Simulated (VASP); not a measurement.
Si:

```
Si
1.0
     0.00000    2.71356    2.71356
     2.71356    0.00000    2.71356
     2.71356    2.71356    0.00000
Si
2
Direct
  0.75000 0.75000 0.75000
  0.50000 0.50000 0.50000
```

```yaml
Program: VASP 6.6.1
Task: relaxation of cell and atoms
Functional: PBE
Potentials_or_basis: VASP PAW PBE potentials, release 64 (Si)
Cutoff: 600 eV
k_mesh: 13 × 13 × 13
Occupations: fermi-dirac, width 0.05 eV
Spin: no spin polarisation
```

At the start: pressure 2.1 GPa; volume 19.98 Å³/atom.

Q: How do energy, volume and symmetry change on relaxing?

A: Over 3 steps the energy falls by 3.0 meV/atom and the volume is 20.44 Å³/atom (+2.3 %); space group Fd-3m (No. 227, to 0.05 Å).

Step by step:
| step | energy change (eV) | largest force (eV/Å) | pressure (GPa) | volume (Å³) |
| --- | --- | --- | --- | --- |
| 1 | 0.0000 | 0.0000 | 2.15 | 39.96 |
| 2 | -0.0033 | 0.0000 | -1.34 | 41.53 |
| 3 | -0.0060 | 0.0000 | 0.01 | 40.89 |

Final structure:
```xyz
2
Lattice="0.0000 2.7343 2.7343 2.7343 0.0000 2.7343 2.7343 2.7343 0.0000" Properties=species:S:1:pos:R:3 pbc="T T T"
Si    4.1015    4.1015    4.1015
Si    2.7343    2.7343    2.7343
```
